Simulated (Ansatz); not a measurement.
Write the native input for Ansatz 0.2.0 that does the following.

```yaml
Task: single point
Functional: BLYP
Potentials_or_basis: all-electron PAW datasets made for the crystal
Cutoff: 240 eV (chosen from the basis error)
k_mesh: 11 × 11 × 11
Occupations: cold, width 0.025 eV
Spin: collinear spin, ferromagnetic start
Starting_moments: "[0.5] μB"
```

Crystal: Sn.

```
CELL_PARAMETERS angstrom
-1.72654 1.77555 2.33834
1.72654 -1.77555 2.33834
1.72654 1.77555 -2.33834
ATOMIC_POSITIONS crystal
Sn 0.00000 0.00000 0.00000
```

This isn't the form of Sn at room conditions, which is tetragonal (white tin).

The input as run:

input.yaml

```yaml
crystal:
  lattice:
    - [-1.726539, 1.775547, 2.338342]
    - [1.726539, -1.775547, 2.338342]
    - [1.726539, 1.775547, -2.338342]
  atoms:
    - { symbol: Sn, position_ang: [0.0, 0.0, 0.0], spin: 0.5 }
kpoints:
  mp_grid: { grid: [11, 11, 11] }
scf:
  occupations: { method: cold, width: 0.025 }
hamiltonian:
  xc: blyp
  pseudopotentials: { kind: all_electron, datasets: crystal }
magnetization:
  spin_polarized: true
output:
  forces: true
  stress: true
  eigenvalues: true
```

Potentials or basis: all-electron PAW datasets made for the crystal.

Launch:

```console
$ ansatz run input.yaml --threads 1 --pin off --max-ram 2560MiB --backend cpu --events-out ev --progress --plain --runs-dir out
```

Results of the run:

```json
{
  "Pressure": "3.2 GPa",
  "Band gap on the k mesh": "none (metal or under the smearing width)",
  "Net moment": "0.00 μB per cell",
  "Absolute moment": "0.00 μB per cell"
}
```

Caveat: the starting moments weren't kept.

Run time: 12 s on 1 thread of AMD EPYC 9R45 96-Core Processor (Zen 5), on a shared host, peak memory 0.59 GiB.
